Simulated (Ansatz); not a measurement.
Mg started in the widest void in rocksalt MgO, 65 atoms, charge +1

Level of theory: Ansatz 0.2.0, DFT, PBEsol, PAW, plane waves.

Command:

```sh
ansatz run in.yaml --threads 8 --pin off --max-ram 118750MiB --runs-dir r --events-out ev --progress --plain --backend cuda --devices 0,
```

The input less its lattice and atoms (starting moments on atoms near the defect: 1 μB in all):

```yaml
crystal:
  symmetry: { detect: false }
kpoints:
  mp_grid: { grid: [1, 1, 1], shift: [0.25, 0.25, 0.25] }
hamiltonian:
  xc: pbesol
total_charge: 1
magnetization:
  spin_polarized: true
scf:
  occupations: { method: fermi_dirac, width: 0.01 }
relax:
  f_tol: 0.03
  max_steps: 80
  escape_saddle: false
  adjacent_minimum: "off"
output:
  forces: true
  eigenvalues: true
  populations: true
  charged_corrections: { epsilon: 9.8 }
```

Start:

```
O Mg
1.0
     8.42881    0.00000    0.00000
     0.00000    8.42881    0.00000
     0.00000    0.00000    8.42881
O Mg
32 33
Direct
  0.24728 0.00225 0.99912
  0.24957 0.99849 0.49682
  0.25201 0.50090 0.99989
  0.25161 0.50287 0.49891
  0.74983 0.99649 0.99801
  0.74989 0.99934 0.50177
  0.75135 0.49938 0.00228
  0.74702 0.49807 0.50059
  0.99528 0.24470 0.99767
  0.99626 0.24887 0.49581
  0.00200 0.75109 0.99640
  0.00060 0.74835 0.49716
  0.50019 0.24991 0.99975
  0.49680 0.25127 0.49904
  0.50381 0.74845 0.99980
  0.49843 0.74816 0.50106
  0.99786 0.00047 0.25118
  0.99864 0.00097 0.75220
  0.99375 0.49835 0.25044
  0.00303 0.49767 0.74977
  0.49733 0.00050 0.25026
  0.50053 0.99741 0.74773
  0.50149 0.49773 0.25104
  0.49689 0.50051 0.74840
  0.24914 0.24762 0.24878
  0.24643 0.25175 0.74921
  0.24932 0.74819 0.25109
  0.24829 0.75090 0.75199
  0.74910 0.24264 0.24802
  0.75276 0.24526 0.74861
  0.75136 0.74801 0.25176
  0.74844 0.74881 0.75384
  0.99907 0.00007 0.00217
  0.00381 0.00121 0.49980
  0.00036 0.49566 0.00281
  0.99607 0.49543 0.49546
  0.50187 0.99693 0.00151
  0.49775 0.00063 0.50202
  0.50179 0.49971 0.99722
  0.50165 0.49945 0.50247
  0.25245 0.25126 0.00035
  0.24930 0.25240 0.50242
  0.25005 0.75232 0.99916
  0.24877 0.75275 0.50400
  0.75599 0.25024 0.00030
  0.75157 0.24615 0.49344
  0.74934 0.74768 0.00248
  0.75159 0.75358 0.49905
  0.25145 0.99603 0.24878
  0.25214 0.00356 0.74773
  0.25011 0.50199 0.24963
  0.25060 0.49698 0.75136
  0.75434 0.99949 0.24958
  0.75024 0.00136 0.75046
  0.74763 0.50021 0.25010
  0.74878 0.50142 0.74988
  0.00317 0.25325 0.24793
  0.99994 0.24898 0.74573
  0.00102 0.75384 0.25055
  0.00050 0.75404 0.75071
  0.50240 0.24861 0.24915
  0.50171 0.25127 0.75137
  0.50039 0.74753 0.24920
  0.49726 0.74897 0.75017
  0.37445 0.37604 0.37841
```

Steps:

```json
{"step": "start", "energy less the first (eV)": "0.000", "largest force component (eV/Å)": "6.166"}
{"step": "1", "energy less the first (eV)": "-4.790", "largest force component (eV/Å)": "3.628"}
{"step": "2", "energy less the first (eV)": "-7.704", "largest force component (eV/Å)": "1.052"}
{"step": "3", "energy less the first (eV)": "-8.063", "largest force component (eV/Å)": "0.053"}
{"step": "4", "energy less the first (eV)": "-8.063", "largest force component (eV/Å)": "0.053"}
{"step": "5", "energy less the first (eV)": "-8.064", "largest force component (eV/Å)": "0.019"}
```

A structure on the way, about -7.70 eV from the start:

```xyz
65
Lattice="8.4288 0.0000 0.0000 0.0000 8.4288 0.0000 0.0000 0.0000 8.4288" Properties=species:S:1:pos:R:3 pbc="T T T"
O     2.1085    0.0021    0.0054
O     2.0928    8.3887    4.2247
O     2.0946    4.2219    8.3939
O     2.0994    4.2255    4.2193
O     6.3233    8.4190    8.4225
O     6.3145    0.0012    4.2123
O     6.3152    4.2071    0.0063
O     6.3545    4.2184    4.2256
O     8.4252    2.1013    0.0053
O     8.3951    2.0914    4.2231
O     8.4279    6.3241    8.4225
O     0.0051    6.3125    4.2061
O     4.2261    2.0929    8.3896
O     4.2121    2.0994    4.2191
O     4.2150    6.3103    0.0043
O     4.2229    6.3489    4.2266
O     0.0021    8.4284    2.1097
O     8.4244    8.4233    6.3221
O     8.3865    4.2157    2.0945
O     0.0093    4.2018    6.3146
O     4.2212    8.3905    2.0927
O     4.2090    8.4274    6.3099
O     4.2307    4.2136    2.0996
O     4.2200    4.2226    6.3543
O     2.0934    2.0888    2.0914
O     2.0870    2.0926    6.3578
O     2.0911    6.3565    2.0923
O     2.1098    6.3132    6.3159
O     6.3612    2.0779    2.0952
O     6.3183    2.1000    6.3147
O     6.3168    6.3127    2.1101
O     6.3219    6.3166    6.3240
Mg    8.4271    8.4268    8.4262
Mg    8.4014    8.3957    4.2171
Mg    8.3912    4.2136    8.3956
Mg    8.4078    4.2114    4.2127
Mg    4.2266    8.3863    8.3950
Mg    4.2166    8.4092    4.2225
Mg    4.2204    4.2171    8.4094
Mg    4.4138    4.4038    4.4118
Mg    2.1057    2.0963    8.4151
Mg    1.9169    1.9074    4.4164
Mg    2.0969    6.3544    8.3881
Mg    2.0978    6.3368    4.2264
Mg    6.3690    2.0994    8.3963
Mg    6.3428    2.0900    4.2107
Mg    6.3203    6.3189    8.4251
Mg    6.3574    6.3591    4.2153
Mg    2.1062    8.4073    2.1002
Mg    2.1039    8.3955    6.3570
Mg    1.9019    4.4207    1.9064
Mg    2.0995    4.2099    6.3384
Mg    6.3653    8.3949    2.0985
Mg    6.3238    8.4274    6.3231
Mg    6.3344    4.2219    2.0991
Mg    6.3562    4.2214    6.3522
Mg    8.4230    2.1008    2.1018
Mg    8.3942    2.0953    6.3519
Mg    8.3942    6.3600    2.1035
Mg    0.0000    6.3260    6.3267
Mg    4.4227    1.9036    1.9023
Mg    4.2255    2.0999    6.3382
Mg    4.2200    6.3295    2.0992
Mg    4.2179    6.3501    6.3532
Mg    3.1533    3.1608    3.1628
```

End:

```xyz
65
Lattice="8.4288 0.0000 0.0000 0.0000 8.4288 0.0000 0.0000 0.0000 8.4288" Properties=species:S:1:pos:R:3 pbc="T T T"
O     2.1120    8.4279    0.0015
O     2.0878    8.3693    4.2328
O     2.0875    4.2301    8.3712
O     2.0877    4.2298    4.2336
O     6.3224    8.4243    8.4268
O     6.3181    8.4276    4.2088
O     6.3182    4.2060    0.0011
O     6.3770    4.2296    4.2326
O     0.0029    2.1081    0.0016
O     8.3732    2.0836    4.2328
O     8.4282    6.3185    8.4269
O     0.0025    6.3144    4.2087
O     4.2341    2.0836    8.3720
O     4.2331    2.0847    4.2319
O     4.2099    6.3145    0.0011
O     4.2338    6.3728    4.2326
O     0.0028    8.4278    2.1106
O     8.4282    8.4242    6.3212
O     8.3726    4.2301    2.0863
O     0.0025    4.2061    6.3169
O     4.2340    8.3688    2.0865
O     4.2100    8.4276    6.3168
O     4.2349    4.2306    2.0860
O     4.2338    4.2297    6.3759
O     2.0865    2.0819    2.0856
O     2.0879    2.0837    6.3768
O     2.0875    6.3746    2.0864
O     2.1115    6.3149    6.3173
O     6.3782    2.0836    2.0867
O     6.3185    2.1075    6.3172
O     6.3186    6.3149    2.1102
O     6.3217    6.3178    6.3204
Mg    8.4274    8.4235    8.4260
Mg    8.3800    8.3760    4.2182
Mg    8.3794    4.2156    8.3782
Mg    8.4208    4.2165    4.2191
Mg    4.2195    8.3759    8.3785
Mg    4.2203    8.4168    4.2192
Mg    4.2205    4.2165    8.4195
Mg    4.4761    4.4717    4.4751
Mg    2.1013    2.0971    8.4198
Mg    1.8447    1.8408    4.4768
Mg    2.1023    6.3671    8.3781
Mg    2.1007    6.3254    4.2192
Mg    6.3705    2.0984    8.3787
Mg    6.3296    2.0967    4.2191
Mg    6.3229    6.3191    8.4258
Mg    6.3699    6.3661    4.2178
Mg    2.1010    8.4170    2.0999
Mg    2.1023    8.3763    6.3691
Mg    1.8432    4.4757    1.8417
Mg    2.1005    4.2166    6.3282
Mg    6.3706    8.3760    2.1010
Mg    6.3231    8.4232    6.3217
Mg    6.3293    4.2165    2.0993
Mg    6.3700    4.2153    6.3686
Mg    8.4211    2.0972    2.0997
Mg    8.3800    2.0984    6.3692
Mg    8.3795    6.3669    2.1010
Mg    8.4270    6.3192    6.3217
Mg    4.4784    1.8399    1.8434
Mg    4.2205    2.0968    6.3282
Mg    4.2205    6.3254    2.0994
Mg    4.2192    6.3662    6.3686
Mg    3.1589    3.1569    3.1569
```

The calculation finished and met its thresholds.

Time: 6.2 s of wall time on one NVIDIA GB300 with 8 processor threads, on a host shared with other runs; peak host memory 1.7 GiB.

Problem. How much energy did the relaxation gain, and which atom moved most?

Solution. 8.06 eV in 5 steps, from a start with small random displacements (neighbours that lie too close to an added atom are first pushed off); atom 42 (Mg) moved 0.45 Å, the median atom 0.05 Å (drift of the whole cell removed).

The moment started at 1 μB and ended at 1.0 μB; no other spin state is shown. The one k point has no symmetry partners, which can distort the end along one axis.
